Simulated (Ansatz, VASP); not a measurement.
## Cu: VASP beside Ansatz

```
Cu
1.0
     0.00000    1.80849    1.80849
     1.80849    0.00000    1.80849
     1.80849    1.80849    0.00000
Cu
1
Direct
  0.00000 0.00000 0.00000
```

Alike in both runs: task single point; functional PBEsol; k mesh 12 × 12 × 12; occupations fermi-dirac, width 0.06 eV; no spin polarisation.

|  | VASP | Ansatz |
| --- | --- | --- |
| version | VASP 6.6.1 | Ansatz 0.2 development build |
| potentials or method | VASP PAW PBE potentials, release 64 (Cu), cutoff 520 eV | all-electron full-potential LAPW, scalar-relativistic |

Ansatz gave:

| Item | Value |
| --- | --- |
| pressure (GPa) | -6.8 |

Task: What did VASP give for the same quantities?

Result: Pressure (GPa): -6.1.

Ansatz ran all-electron here, so the differences hold the error of VASP's frozen core and of both bases.

Caveats: the PAW data sets were made with another functional, which shifts forces and pressure a little (VASP).
